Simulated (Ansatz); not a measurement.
Run this with the Ansatz DFT code, driven from Python and show what comes out.

Script `ba_cohesive.py`:
```python
# -*- coding: utf-8 -*-
"""Cohesive energy of Ba from free atoms."""

from collections import Counter
import warnings

import ansatz as az

PHASES = {
    "Ba": (
        [(-2.5065, 2.5065, 2.5065), (2.5065, -2.5065, 2.5065), (2.5065, 2.5065, -2.5065)],
        [
            ("Ba", (0.0, 0.0, 0.0)),
        ],
    ),
}


def build(vectors, sites):
    crystal = az.Crystal(lattice=az.Lattice.of(vectors))
    for symbol, position in sites:
        crystal = crystal.atom(symbol, position)
    return crystal


def counts(outcome):
    return Counter(site.symbol for site in outcome.lattice.sites)

UNPAIRED = {"Ba": 0}  # unpaired electrons of the free atoms


def ground_state(name, crystal):
    calc = crystal.calculation()
    calc = calc.functional(az.Functional.PBE)
    calc = calc.basis(18 * az.Ha)
    calc = calc.kpoints(spacing=0.16)
    calc = calc.occupations("fermi_dirac", width=0.02)
    if name.endswith(" atom"):
        calc = calc.kpoints(1, 1, 1).occupations("fermi_dirac", width=0.01)
        if UNPAIRED[name.split()[0]]:
            calc = calc.spin("collinear")
        return calc.run(threads=1)
    calc = calc.relax(force_tolerance=0.02, cell=True)
    return calc.run(threads=1)

warnings.simplefilter("ignore")

phases = {name: build(*cell) for name, cell in PHASES.items()}
# a box with unlike edges lets an open shell break the spherical symmetry
for element, moment in UNPAIRED.items():
    phases[f"{element} atom"] = az.Lattice.orthorhombic(10.0, 10.5, 11.0).atom(element, (0.5, 0.5, 0.5), moment=moment or None)

done = {name: ground_state(name, crystal) for name, crystal in phases.items()}

print({element: round(done[f"{element} atom"].report["magnetization_mub"], 2) for element in UNPAIRED}, "muB on the free atoms")
solid = done["Ba"]
n = counts(solid)
binding = (sum(k * done[f"{e} atom"].report["energy_sigma0_ev"] for e, k in n.items()) - solid.report["energy_sigma0_ev"]) / sum(n.values())
print(f"cohesive energy {binding:.3f} eV/atom = {96.4853 * binding:.0f} kJ/mol of atoms (no zero-point energy)")
```

Running `python ba_cohesive.py` prints:
```text
{'Ba': 0.0} muB on the free atoms
cohesive energy 1.811 eV/atom = 175 kJ/mol of atoms (no zero-point energy)
```

Other magnetic orders than the one started from may lie lower. For the metals among these phases the mesh is modest: differences between phases can be off by up to 40 meV an atom. Of the deposited cell: the entry's cell lengths or inner coordinates differ somewhat from later room-temperature determinations. The cells come from databases of deposited and of computed structures, and not all need be stable phases. Free atoms in a box carry small image and symmetry errors, and spin-orbit coupling is left out. It ran for 7.4 s on 1 thread of Arm Neoverse V2, on a shared host, peak memory 0.75 GiB.
